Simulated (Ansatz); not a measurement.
# Supercells of wurtzite SiC, size series (36 atoms): plane waves and support functions

Aim: repeat one cell of wurtzite SiC, size series (36 atoms) to ever larger supercells at Γ and follow error, time and memory.

Program: Ansatz 0.2.0. Level of theory: Kohn-Sham DFT, PBE, PAW (set soft_2), plane waves. Results are calculated unless marked as measured.

Most raw output is cut from this account.

**1. Starting point**

Symmetry: P6_3mc, No. 186, hexagonal system. The conventional cell has a = 3.076 Å, b = 3.076 Å, c = 5.048 Å, α = 90.00°, β = 90.00°, γ = 120.00°. Nearest to Si lie 4 C at 1.88 to 1.89 Å. Nearest to C lie 4 Si at 1.88 to 1.89 Å. Wurtzite SiC (a = 3.076 Å, c = 5.048 Å), 3 x 3 x 1 conventional cells; ideal positions. Farther neighbours are not listed.

Before any run, some limits are plain. The cell is under 6 Å thick along one periodic direction, so every atom has periodic images of itself close by, which move with it and show among its neighbours and in g(r).

**2. Plane waves, typed cell on a dense mesh**

The typed cell on a k-mesh is the yardstick: it samples like Γ on the cell repeated as often as the mesh has points along each axis. Its own convergence isn't tested.

input.yaml reads:

```yaml
crystal:
  lattice:
    - [9.228, 0.0, 0.0]
    - [-4.614, 7.99168, 0.0]
    - [0.0, 0.0, 5.048]
  atoms:
    - { symbol: Si, position: [0.0, 0.0, 0.0] }
    - { symbol: C, position: [0.11111, 0.22222, 0.125] }
    - { symbol: Si, position: [0.11111, 0.22222, 0.5] }
    - { symbol: C, position: [0.0, 0.0, 0.625] }
    - { symbol: Si, position: [0.0, 0.33333, 0.0] }
    - { symbol: C, position: [0.11111, 0.55556, 0.125] }
    - { symbol: Si, position: [0.11111, 0.55556, 0.5] }
    - { symbol: C, position: [0.0, 0.33333, 0.625] }
[... 24 atom lines left out ...]
    - { symbol: Si, position: [0.66667, 0.66667, 0.0] }
    - { symbol: C, position: [0.77778, 0.88889, 0.125] }
    - { symbol: Si, position: [0.77778, 0.88889, 0.5] }
    - { symbol: C, position: [0.66667, 0.66667, 0.625] }
kpoints:
  mp_grid: { grid: [3, 3, 5] }
hamiltonian:
  xc: pbe
scf:
  occupations: { method: fermi_dirac, width: 0.05 }
output:
  forces: true
  stress: true
  populations: true
  dos:
    method: { smearing: { sigma: 0.1 } }
    de: 0.1
    projected: { site_lists: { C: [C], Si: [Si] } }
  eigenvalues: true
```

Started as:

```sh
> ansatz run input.yaml --threads 8 --pin off --max-ram 15872MiB --backend cpu --events-out ev --progress --plain --runs-dir out
```

It took 7.2 s on 8 threads of Arm Neoverse V2, shared host; peak memory 1.7 GiB; 49 s of CPU time.

The program notes that positions were snapped to a detected symmetry.

Read from the output:

- free energy: -15968.7134 eV
- free energy per atom: -443.5754 eV/atom
- SCF cycles: 6
- pressure: 3.413 GPa
- r.m.s. force component: 0.04293 eV/Å
- longest force: 0.07436 eV/Å
- Fermi energy: 10.78 eV
- gap (highest filled to lowest empty level): 2.25 eV
- spilling of the projection: 0.00987

The r.m.s. force component of 0.043 eV/Å sets the scale for the differences below.

**3. Plane waves, 36 atoms**

The typed cell is solved at Γ alone, the coarsest sampling of the series.

input.yaml, the sections that differ from step 2:

```yaml
kpoints:
  mp_grid: { grid: [1, 1, 1] }
output:
  forces: true
  eigenvalues: true
# crystal, hamiltonian, scf: as in step 2
```

The job ended after 0.6 s (8 threads; peak memory 0.45 GiB; 3.2 s of CPU time).

The energy lies 26.4 meV/atom above the dense-mesh reference.

**4. Support functions, 36 atoms**

The typed cell is solved at Γ alone, now in support functions.

This step: Kohn-Sham DFT, PBE, PAW (set soft_2), localised support functions (medium) (Ansatz 0.2.0).

Changes to input.yaml since step 3:

```diff
@@ -13,2 +13,4 @@
   occupations: { method: fermi_dirac, width: 0.05 }
+  eigensolver: { kind: { support_functions: { accuracy: medium } } }
+  max_iter: 150
 output:
```

It took 13 s on 8 threads; peak memory 1.3 GiB.

The program notes that the band table was not solved further than the SCF left it and it switched symmetry off.

The energy lies 24.4 meV/atom above the dense-mesh reference, and 2.0 meV/atom below plane waves of the same size, an offset between the two bases that leaves the sampling error alike.

**5. Plane waves, 432 atoms**

The cell is repeated and solved at Γ in plane waves, whose cost grows towards the cube of the size.

This step: Kohn-Sham DFT, PBE, PAW (set soft_2), plane waves (Ansatz 0.2.0).

input.yaml, the sections that differ from step 4:

```yaml
crystal:
  lattice:
    - [9.228, 0.0, 0.0]
    - [-4.614, 7.99168, 0.0]
    - [0.0, 0.0, 5.048]
  atoms:
    [... the 36 atom lines of step 2 ...]
  supercell: [2, 2, 3]
scf:
  occupations: { method: fermi_dirac, width: 0.05 }
# kpoints, hamiltonian, output: as in step 4
```

Wall time 93 s (8 threads); peak memory 9.7 GiB.

The program notes that it cut back its work space to fit the memory limit.

It converged in 6 SCF cycles; the log is left out.

The energy lies 4.25 meV/atom above the dense-mesh reference.

**6. Support functions, 432 atoms**

The repeated cell is solved at Γ in support functions.

This step: Kohn-Sham DFT, PBE, PAW (set soft_2), localised support functions (medium) (Ansatz 0.2.0).

Changes to input.yaml since step 5:

```diff
@@ -14,2 +14,4 @@
   occupations: { method: fermi_dirac, width: 0.05 }
+  eigensolver: { kind: { support_functions: { accuracy: medium } } }
+  max_iter: 150
 output:
```

The job ended after 3.8 min (8 threads; peak memory 9 GiB; 30 min of CPU time).

The energy lies 2.45 meV/atom above the dense-mesh reference, and 1.8 meV/atom below plane waves of the same size, an offset between the two bases that leaves the sampling error alike.

**7. All sizes together**

Differences are against the typed cell on a 3×3×5 mesh, which samples like Γ on 1620 atoms (r.m.s. force component 0.0429 eV/Å, gap 2.25 eV). Every repeated cell is solved at Γ, and forces are averaged over the copies of each atom. Hardware: 8 threads of Arm Neoverse V2, shared host.

| atoms | repeats | basis | Δ force, r.m.s. (meV/Å) | Δ energy (meV/atom) | less plane waves of the same size (meV/atom) | gap (eV) | spread among copies (meV/Å) | SCF cycles | time | host memory (GiB) |
| --- | --- | --- | --- | --- | --- | --- | --- | --- | --- | --- |
| 36 | 1×1×1 | plane waves | 336 | 26.4 | - | 2.18 | - | 7 | 0.6 s | 0.45 |
| 36 | 1×1×1 | support functions | 336 | 24.4 | -2.0 | 2.18 | - | 9 | 13 s | 1.3 |
| 432 | 2×2×3 | plane waves | 2.69 | 4.25 | - | 2.24 | 0 | 6 | 93 s | 9.7 |
| 432 | 2×2×3 | support functions | 2.86 | 2.45 | -1.8 | 2.24 | 0.14 | 9 | 3.8 min | 9.0 |

**8. The reference in detail**

The comparisons rest on this run, so its electronic structure is set out here.

Length of the force by element:

| element | coordination | atoms | mean length of the force (eV/Å) | spread | least | most |
| --- | --- | --- | --- | --- | --- | --- |
| C | all | 18 | 0.0744 | 0 | 0.0744 | 0.0744 |
| Si | all | 18 | 0.0744 | 0 | 0.0744 | 0.0744 |

Löwdin charges by element (they lack the spilled electrons, 0.039 e an atom on average):

| element | coordination | atoms | mean charge (e) | spread | least | most |
| --- | --- | --- | --- | --- | --- | --- |
| C | all | 18 | -0.996 | 0 | -0.996 | -0.996 |
| Si | all | 18 | 1.07 | 0 | 1.07 | 1.07 |

States in the cell by windows of 1 eV, zero at the Fermi level; the larger projections on atomic orbitals stand beside the total:

| from (eV) | to (eV) | total | C p | Si p | Si s | C s |
| --- | --- | --- | --- | --- | --- | --- |
| -18 | -17 | 0.0 | 0.0 | 0.0 | 0.0 | 0.0 |
| -17 | -16 | 1.3 | 0.0 | 0.2 | 0.6 | 0.5 |
| -16 | -15 | 4.5 | 0.3 | 1.1 | 1.5 | 1.6 |
| -15 | -14 | 5.8 | 0.5 | 1.6 | 1.5 | 2.2 |
| -14 | -13 | 9.0 | 0.7 | 2.5 | 1.9 | 3.8 |
| -13 | -12 | 9.6 | 0.5 | 3.1 | 1.2 | 4.8 |
| -12 | -11 | 5.7 | 0.1 | 2.1 | 0.2 | 3.2 |
| -11 | -10 | 0.0 | 0.0 | 0.0 | 0.0 | 0.0 |
| -10 | -9 | 4.2 | 2.2 | 0.8 | 1.2 | 0.1 |
| -9 | -8 | 13.6 | 6.7 | 2.1 | 3.7 | 1.0 |
| -8 | -7 | 8.5 | 4.3 | 2.0 | 1.3 | 1.0 |
| -7 | -6 | 12.5 | 6.7 | 3.6 | 1.1 | 1.0 |
| -6 | -5 | 10.5 | 6.0 | 3.1 | 0.7 | 0.6 |
| -5 | -4 | 17.7 | 11.0 | 5.1 | 0.8 | 0.6 |
| -4 | -3 | 19.4 | 13.3 | 5.1 | 0.4 | 0.4 |
| -3 | -2 | 17.1 | 12.9 | 3.5 | 0.2 | 0.2 |
| -2 | -1 | 4.6 | 4.0 | 0.5 | 0.0 | 0.0 |
| -1 | 1 | 0.0 | 0.0 | 0.0 | 0.0 | 0.0 |
| 1 | 2 | 2.1 | 0.2 | 0.9 | 0.2 | 0.3 |
| 2 | 3 | 8.7 | 1.3 | 3.8 | 0.7 | 1.3 |
| 3 | 4 | 12.8 | 1.9 | 5.5 | 1.2 | 1.8 |
| 4 | 5 | 12.2 | 1.9 | 4.8 | 1.8 | 1.1 |

The levels nearest the highest filled one (over half full), pooled over k-points and spins:

| level less the highest filled one (eV) | occupation |
| --- | --- |
| -0.146 | 2 |
| -0.146 | 2 |
| -0.145 | 2 |
| -0.122 | 2 |
| 0 | 2 |
| 0 | 2 |
| 2.25 | 0 |
| 2.25 | 0 |
| 2.81 | 0 |
| 2.81 | 0 |
| 2.84 | 0 |
| 3.02 | 0 |

Mean Löwdin charges: C -1.00, Si +1.07 e (they miss 0.99 % of the electrons, so they add up to more than the cell's charge). The largest share in the top eV of filled states is C p (87 % of the projected weight), and in the lowest eV of empty states Si p (56 % of the projected weight).

**9. Summary of results**

```json
{
  "free energy per atom": "-443.5754 eV/atom",
  "density": "3.219 g/cm³",
  "pressure": "3.413 GPa",
  "r.m.s. force component": "0.04293 eV/Å",
  "gap (highest filled to lowest empty level)": "2.25 eV",
  "wall time of the 5 DFT runs": "5.7 min"
}
```

What this shows: Repeating the cell at Γ samples more k-points: in plane waves the energy difference from the dense mesh goes from 26.4 meV/atom at 36 atoms to 4.25 at 432, and the force difference from 336 to 2.7 meV/Å; the gap goes from 2.18 to 2.24 eV. At equal size the support functions lie 1.8 to 2.0 meV/atom below plane waves, likely because their grid holds more waves than 420 eV; no run tests this. At the largest size the support functions' forces differ from the reference by 6.7 % of the r.m.s. force, which holds the difference of sampling between the two as well as that of the basis. Plane waves may use the symmetry of this cell, which the support-function runs switch off.

The highest filled and lowest empty levels differ by 2.25 eV (on the run's k-points); a semilocal functional tends to put such gaps too low.

What to keep in mind: The pressure of 3.4 GPa says that the cell would expand at this level of theory.

[Logs are printed without paths, hosts, clocks, repeated set-up lines and the standing remarks that a program may print on its own settings, such as how far it seeks lower states.]

[Hosts, paths, dates, database ids (printed as entryN), source tags and the programs' standing remarks are cut or masked in the printed files.]
